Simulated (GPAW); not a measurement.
# Li (Fm-3m) in GPAW: convergence with plane-wave cutoff (eV)

Aim: find how far plane-wave cutoff (eV) must go before the results for Li settle, at PBE. This setting moves, with any that are tied to it; all else stays.

Everything below comes from runs of GPAW 26.7.0. Logs are shortened: lines on timing, memory, paths and dates and some standing lists are left out, and cuts for length are marked. The log counts tension as positive stress, the text compression.

## (1) Starting point

It takes space group Fm-3m (No. 225, cubic). Conventional cell: a = 4.404 Å, b = 4.404 Å, c = 4.404 Å, α = 90.00°, β = 90.00°, γ = 90.00°. Li (site symmetry m-3m) has 12 Li at 3.11 Å as nearest neighbours.

This isn't the form of Li at room conditions, which is bcc.

## (2) With plane-wave cutoff (eV) 300

run.py reads:

```python
from ase import Atoms
from ase.dft.bandgap import bandgap
from ase.io import write
from ase.units import GPa
from gpaw import GPAW, PW

atoms = Atoms(['Li'],
              cell=[[0.0, 2.202, 2.202],
                    [2.202, 0.0, 2.202],
                    [2.202, 2.202, 0.0]],
              scaled_positions=[[0.0, 0.0, 0.0]],
              pbc=True)

calc = GPAW(mode=PW(300),
            xc='PBE',
            kpts={'size': (10, 10, 10), 'gamma': True},
            occupations={'name': 'fermi-dirac', 'width': 0.05},
            nbands=6,
            convergence={'density': 1e-05, 'energy': 1e-05},
            maxiter=100,
            txt='gpaw.txt')
atoms.calc = calc
energy = atoms.get_potential_energy()
forces = atoms.get_forces()
stress = atoms.get_stress()
calc.write('gs.gpw')
write('result.traj', atoms)
print(f'Energy: {energy:.6f} eV')
print('Forces (eV/A):')
print(forces.round(4))
print('Stress (GPa):', (stress / GPa).round(3))
print('Fermi level:', round(calc.get_fermi_level(), 4), 'eV')
print(f'Gap: {bandgap(calc)[0]:.4f} eV, direct: {bandgap(calc, direct=True)[0]:.4f} eV')
```

Potentials or basis: GPAW PAW data sets (gpaw-data 1.2.1), pw.

Started as:

```console
> OMP_NUM_THREADS=1 python run.py
```

Run time: 2.2 s. Hardware: 1 thread of Arm Neoverse V2, shared host; peak memory 0.11 GiB.

What came out:

| Quantity | Value |
| --- | --- |
| Free energy | -1.9016 eV |
| Pressure | -0.7 GPa |
| Band gap on the k mesh | none (metal or under the smearing width) |

## (3) With plane-wave cutoff (eV) 350

Edit run.py of step 2 so:

```diff
@@ -13,3 +13,3 @@
 
-calc = GPAW(mode=PW(300),
+calc = GPAW(mode=PW(350),
             xc='PBE',
```

Potentials or basis: GPAW PAW data sets (gpaw-data 1.2.1), pw.

Started as:

```console
> OMP_NUM_THREADS=1 python run.py
```

It took 2.2 s on 1 thread of Arm Neoverse V2, shared host; peak memory 0.11 GiB.

Results:

* Free energy: -1.9016 eV
* Pressure: -0.7 GPa
* Band gap on the k mesh: none (metal or under the smearing width)

## (4) With plane-wave cutoff (eV) 400

Edit run.py of step 3 so:

```diff
@@ -13,3 +13,3 @@
 
-calc = GPAW(mode=PW(350),
+calc = GPAW(mode=PW(400),
             xc='PBE',
```

Started as:

```console
> OMP_NUM_THREADS=1 python run.py
```

It took 2.4 s on 1 thread of Arm Neoverse V2, shared host; peak memory 0.12 GiB.

What came out:

* Free energy: -1.9017 eV
* Pressure: -0.7 GPa
* Band gap on the k mesh: none (metal or under the smearing width)

## (5) With plane-wave cutoff (eV) 500

Edit run.py of step 4 so:

```diff
@@ -13,3 +13,3 @@
 
-calc = GPAW(mode=PW(400),
+calc = GPAW(mode=PW(500),
             xc='PBE',
```

Started as:

```console
> OMP_NUM_THREADS=1 python run.py
```

It took 3.5 s on 1 thread of Arm Neoverse V2, shared host; peak memory 0.12 GiB.

What came out:

| Quantity | Value |
| --- | --- |
| Free energy | -1.9018 eV |
| Pressure | -0.7 GPa |
| Band gap on the k mesh | none (metal or under the smearing width) |

## (6) With plane-wave cutoff (eV) 600

Edit run.py of step 5 so:

```diff
@@ -13,3 +13,3 @@
 
-calc = GPAW(mode=PW(500),
+calc = GPAW(mode=PW(600),
             xc='PBE',
```

Potentials or basis: GPAW PAW data sets (gpaw-data 1.2.1), pw.

Started as:

```console
> OMP_NUM_THREADS=1 python run.py
```

Run time: 3.6 s. Hardware: 1 thread of Arm Neoverse V2, shared host; peak memory 0.12 GiB.

It converged, with:

| Property | Result |
| --- | --- |
| Free energy | -1.9018 eV |
| Pressure | -0.7 GPa |
| Band gap on the k mesh | none (metal or under the smearing width) |

## (7) With plane-wave cutoff (eV) 700

Edit run.py of step 6 so:

```diff
@@ -13,3 +13,3 @@
 
-calc = GPAW(mode=PW(600),
+calc = GPAW(mode=PW(700),
             xc='PBE',
```

Started as:

```console
> OMP_NUM_THREADS=1 python run.py
```

Wall time 3.4 s (1 thread of Arm Neoverse V2, shared host); peak memory 0.13 GiB.

Results (log left out):

- Free energy: -1.9018 eV
- Pressure: -0.7 GPa
- Band gap on the k mesh: none (metal or under the smearing width)

## (8) With plane-wave cutoff (eV) 800

Edit run.py of step 7 so:

```diff
@@ -13,3 +13,3 @@
 
-calc = GPAW(mode=PW(700),
+calc = GPAW(mode=PW(800),
             xc='PBE',
```

Started as:

```console
> OMP_NUM_THREADS=1 python run.py
```

It took 4.8 s on 1 thread of Arm Neoverse V2, shared host; peak memory 0.13 GiB.

Results (log left out):

```yaml
Free_energy: -1.9018 eV
Pressure: -0.7 GPa
Band_gap_on_the_k_mesh: none (metal or under the smearing width)
```

## (9) With plane-wave cutoff (eV) 1000

Edit run.py of step 8 so:

```diff
@@ -13,3 +13,3 @@
 
-calc = GPAW(mode=PW(800),
+calc = GPAW(mode=PW(1000),
             xc='PBE',
```

Potentials or basis: GPAW PAW data sets (gpaw-data 1.2.1), pw.

Started as:

```console
> OMP_NUM_THREADS=1 python run.py
```

It took 5.7 s on 1 thread of Arm Neoverse V2, shared host; peak memory 0.14 GiB.

Results (log left out):

```yaml
Free_energy: -1.9018 eV
Pressure: -0.7 GPa
Band_gap_on_the_k_mesh: none (metal or under the smearing width)
```

## (10) With plane-wave cutoff (eV) 1200

Edit run.py of step 9 so:

```diff
@@ -13,3 +13,3 @@
 
-calc = GPAW(mode=PW(1000),
+calc = GPAW(mode=PW(1200),
             xc='PBE',
```

Potentials or basis: GPAW PAW data sets (gpaw-data 1.2.1), pw.

Started as:

```console
> OMP_NUM_THREADS=1 python run.py
```

gpaw.txt:

```text
__  _  _
 | _ |_)|_||  |
 |__||  | ||/\| - 26.7.0

Input parameters:
  mode=PW(ecut=1200.0),
  convergence={'density': 1e-05, 'energy': 1e-05},
  kpts=MonkhorstPack(size=(10, 10, 10), gamma=True),
  maxiter=100,
  nbands=6,
  occupations=Occupations(name='fermi-dirac', width=0.05),
  xc=XC(name='PBE')

Diagonalizing LCAO Hamiltonian
Converting LCAO to pw mode

       Li

Atoms  # Å, Bohr magnetons
|   | symbol |        x |        y |        z |    initial magnetic moments |
|---|--------|----------|----------|----------|-----------------------------|
| 0 |     Li | 0.000000 | 0.000000 | 0.000000 | ( 0.0000,  0.0000,  0.0000) |

Unit cell  # Å
| periodic |        x |        y |        z |  lengths |    angles |
|----------|----------|----------|----------|----------|-----------|
|      yes | 0.000000 | 2.202000 | 2.202000 | 3.114098 | 60.000000 |
|      yes | 2.202000 | 0.000000 | 2.202000 | 3.114098 | 60.000000 |
|      yes | 2.202000 | 2.202000 | 0.000000 | 3.114098 | 60.000000 |

Number of symmetries: 48
Symmetry operations  # r_c * U_cc + t_c -> r_c
|    | kind |            matrix            |
|----|------|------------------------------|
|  0 |  σ   |  1, 0, 0,  1, 0,-1,  1,-1, 0 |
|  1 |  C2  |  1, 0, 0,  1,-1, 0,  1, 0,-1 |
|  2 |  E   |  1, 0, 0,  0, 1, 0,  0, 0, 1 |
|  3 |  σ   |  1, 0, 0,  0, 0, 1,  0, 1, 0 |
|  4 |  C4  |  1, 0,-1,  1, 0, 0,  1,-1, 0 |
|  5 |  S6  |  1, 0,-1,  1,-1, 0,  1, 0, 0 |
|  6 |  σ   |  1, 0,-1,  0, 1,-1,  0, 0,-1 |
|  7 |  C3  |  1, 0,-1,  0, 0,-1,  0, 1,-1 |
|  8 |  S6  |  1,-1, 0,  1, 0, 0,  1, 0,-1 |
|  9 |  C4  |  1,-1, 0,  1, 0,-1,  1, 0, 0 |
| 10 |  C3  |  1,-1, 0,  0,-1, 1,  0,-1, 0 |
| 11 |  σ   |  1,-1, 0,  0,-1, 0,  0,-1, 1 |
| 12 |  σ   |  0, 1, 0,  1, 0, 0,  0, 0, 1 |
| 13 |  C4  |  0, 1, 0,  0, 1,-1, -1, 1, 0 |
| 14 |  C3  |  0, 1, 0,  0, 0, 1,  1, 0, 0 |
| 15 |  S6  |  0, 1, 0, -1, 1, 0,  0, 1,-1 |
| 16 |  C2  |  0, 1,-1,  1, 0,-1,  0, 0,-1 |
| 17 |  σ   |  0, 1,-1,  0, 1, 0, -1, 1, 0 |
| 18 |  S4  |  0, 1,-1,  0, 0,-1,  1, 0,-1 |
| 19 |  C4  |  0, 1,-1, -1, 1, 0,  0, 1, 0 |
| 20 |  C3  |  0, 0, 1,  1, 0, 0,  0, 1, 0 |
| 21 |  σ   |  0, 0, 1,  0, 1, 0,  1, 0, 0 |
| 22 |  S6  |  0, 0, 1,  0,-1, 1, -1, 0, 1 |
| 23 |  C4  |  0, 0, 1, -1, 0, 1,  0,-1, 1 |
| 24 |  S4  |  0, 0,-1,  1, 0,-1,  0, 1,-1 |
| 25 |  C3  |  0, 0,-1,  0, 1,-1,  1, 0,-1 |
| 26 |  C2  |  0, 0,-1,  0,-1, 0, -1, 0, 0 |
| 27 |  S6  |  0, 0,-1, -1, 0, 0,  0,-1, 0 |
| 28 |  S4  |  0,-1, 1,  1,-1, 0,  0,-1, 0 |
| 29 |  C4  |  0,-1, 1,  0, 0, 1, -1, 0, 1 |
| 30 |  C2  |  0,-1, 1,  0,-1, 0,  1,-1, 0 |
| 31 |  σ   |  0,-1, 1, -1, 0, 1,  0, 0, 1 |
| 32 |  C3  |  0,-1, 0,  1,-1, 0,  0,-1, 1 |
| 33 |  S6  |  0,-1, 0,  0, 0,-1, -1, 0, 0 |
| 34 |  S4  |  0,-1, 0,  0,-1, 1,  1,-1, 0 |
| 35 |  C2  |  0,-1, 0, -1, 0, 0,  0, 0,-1 |
| 36 |  C2  | -1, 1, 0,  0, 1, 0,  0, 1,-1 |
| 37 |  S6  | -1, 1, 0,  0, 1,-1,  0, 1, 0 |
| 38 |  S4  | -1, 1, 0, -1, 0, 1, -1, 0, 0 |
| 39 |  C3  | -1, 1, 0, -1, 0, 0, -1, 0, 1 |
| 40 |  S6  | -1, 0, 1,  0, 0, 1,  0,-1, 1 |
| 41 |  C2  | -1, 0, 1,  0,-1, 1,  0, 0, 1 |
| 42 |  C3  | -1, 0, 1, -1, 1, 0, -1, 0, 0 |
| 43 |  S4  | -1, 0, 1, -1, 0, 0, -1, 1, 0 |
| 44 |  C2  | -1, 0, 0,  0, 0,-1,  0,-1, 0 |
| 45 |  i   | -1, 0, 0,  0,-1, 0,  0, 0,-1 |
| 46 |  σ   | -1, 0, 0, -1, 1, 0, -1, 0, 1 |
| 47 |  C2  | -1, 0, 0, -1, 0, 1, -1, 1, 0 |

BZ-sampling:
  Number of BZ points: 1000
  Number of IBZ points: 47

  Monkhorst-Pack size: [10, 10, 10]
  Monkhorst-Pack shift: [0.05, 0.05, 0.05]

K-points  # in reciprocal-cell coordinates
|     |                                coordinates |     weight |
|-----|--------------------------------------------|------------|
|   0 | (  0.00000000,   0.00000000,   0.00000000) | 0.00100000 |
|   1 | (  0.10000000,   0.10000000,   0.00000000) | 0.00600000 |
|   2 | (  0.10000000,   0.10000000,   0.10000000) | 0.00800000 |
|   3 | (  0.20000000,   0.10000000,   0.10000000) | 0.01200000 |
|   4 | (  0.20000000,   0.20000000,   0.00000000) | 0.00600000 |
|   5 | (  0.20000000,   0.20000000,   0.10000000) | 0.02400000 |
|   6 | (  0.20000000,   0.20000000,   0.20000000) | 0.00800000 |
|   7 | (  0.30000000,   0.20000000,   0.10000000) | 0.02400000 |
|   8 | (  0.30000000,   0.20000000,   0.20000000) | 0.02400000 |
|   9 | (  0.30000000,   0.30000000,   0.00000000) | 0.00600000 |
| ... |                                            |            |
|  46 | (  0.50000000,   0.50000000,   0.50000000) | 0.00400000 |

Plane wave coefficients: 2044
Cutoff: 1200.0 eV

Spin-components: 1 (collinear spins)
Bands:           6
Projectors:      3
Spin-degeneracy: 2
Datatype:        complex128

Parallelization:
  kpt:    1
  domain: 1
  band:   1

Density:
  Valence electrons: 1.0
  Components: 1
  Grid points: [25 25 25]
  Charge: 0.0  # |e|

Potential:
  Grid points: [25 25 25]

species:
  Li:
    name:    Lithium
    Z:       3.0
    valence: 1
    core:    2
    charge:  0.0  # [|e|]
    compensation charges:
      type: gauss
      rc: 0.33  # [Å]
      lmax: 2
    cutoffs:
      filter: 1.91  # [Å]
      core: 2.55  # [Å]
    projectors
    | kind |    occ | energy [eV] | rcut [Å] |
    |------|--------|-------------|----------|
    |   2s |  1.000 |      -2.874 |    1.058 |
    |   2p |  0.000 |      -1.090 |    1.058 |
    |    s |        |      24.337 |    1.058 |

    Using partial waves for Li as LCAO basis

Reference energy: -202.787820  # eV

eigensolver:
  PPCG
  Converge bands: occupied
  niter=2

density mixing:
  MSR1-Mixer
  Pratt-step length: 0.05
  Maximum mixing coefficient: 0.75
  Old densities: 10
  SVD Regularization: 0.005
  Good broyden scale: 1.0
  Trust region scale: 1.0
  Backstep threshold: 4.0
  History deletion threshold: 6.0
  Fourier metric: weight=20.0, sigma=0.015

occupation numbers:
  Fermi-Dirac:
    width: 0.0500  # eV

poisson solver:
  ecut: 9600.0  # eV

xc functional:
  name: PBE with 2 nearest neighbor stencil

convergence criteria:
- Maximum integral of absolute [dens]ity change: 1e-05 electrons / valence electron
- Maximum [total energy] change in last 3 cyles: 1e-05 eV / valence electron
- Maximum integral of absolute [eigenst]ate change: 4e-08 eV^2 / valence electron
maximum number of iterations: 100

SCF iterations
|iter     | |      energy | eigst |  dens |
|---------|-|-------------|-------|-------|
|iter:   1| |   -1.911051 | -0.18 |       |
|iter:   2| |   -1.909686 | -2.87 | -1.29 |
|iter:   3| |   -1.899885 | -3.93 | -1.31 |
|iter:   4| |   -1.899552 | -3.69 | -1.76 |
|iter:   5| |   -1.899568 | -5.03 | -2.42 |
|iter:   6| |   -1.899567 | -6.20 | -3.06 |
|iter:   7| |   -1.899567c| -7.71c| -4.49 |
|iter:   8| |   -1.899567c| -8.75c| -5.36c|

Converged in 8 steps
Energy contributions relative to reference atoms: (reference = -202.787820)

Energy contributions:
  Kinetic:           1.598133
  Coulomb:          -1.421045
  Zero:             -0.007216
  External:          0.000000
  Xc:               -2.067160
  Entropy:          -0.004558
  Spinorbit:         0.000000
  ----------------------------
  Free energy:      -1.901846
  Extrapolated:     -1.899567

dipole moment: (-2.534442, -2.534442, -2.534442)  # |e|*Ang

Fermi level: 0.152
Eigenvalues  # (at kpt = [0.000, 0.000, 0.000])
| band index |      eig [eV] | occ [0-2] |
|------------|---------------|-----------|
|          0 |        -3.290 |     2.000 |
|          1 |        14.143 |     0.000 |
|          2 |        14.143 |     0.000 |
|          3 |        14.143 |     0.000 |
|          4 |        17.997 |     0.000 |
|          5 |        17.998 |     0.000 |

No gap
No difference between direct/indirect transitions

Forces  # eV/Ang
|       x |       y |        z |
|---------|---------|----------|
| 0.00000 | 0.00000 | -0.00000 |  # Li   0

Stress tensor  # eV/Ang^3
|        x |         y |         z |
|----------|-----------|-----------|
| 0.004133 |  0.000000 |  0.000000 |
| 0.000000 |  0.004133 | -0.000000 |
| 0.000000 | -0.000000 |  0.004133 |

# Writing to gs.gpw (mode='')
```

stdout:

```text
Energy: -1.899567 eV
Forces (eV/A):
[[ 0.  0. -0.]]
Stress (GPa): [ 0.662  0.662  0.662 -0.     0.     0.   ]
Fermi level: 0.1523 eV
Gap: 0.0000 eV, direct: 0.0000 eV
```

It took 5.8 s on 1 thread of Arm Neoverse V2, shared host; peak memory 0.15 GiB.

Results:

| Property | Result |
| --- | --- |
| Free energy | -1.9018 eV |
| Pressure | -0.7 GPa |
| Band gap on the k mesh | none (metal or under the smearing width) |

## (11) Summary

```
plane-wave cutoff (eV)  energy less the tightest run, at zero smearing (meV/atom)  SCF cycles  CPU time (s)  peak memory (GiB)
                   300                                                       0.27           8           2.2               0.11
                   350                                                       0.24           8           2.2               0.11
                   400                                                       0.19           8           2.4               0.12
                   500                                                       0.07           8           3.5               0.12
                   600                                                       0.06           8           3.6               0.12
                   700                                                       0.04           8           3.4               0.13
                   800                                                       0.02           8           4.8               0.13
                  1000                                                       0.00           8           5.7               0.14
                  1200                                                       0.00           8           5.8               0.15
```

Against the tightest run, the energy stays within 1 meV/atom from 300 on. The tightest run that finished is the yardstick and may itself not be fully converged.
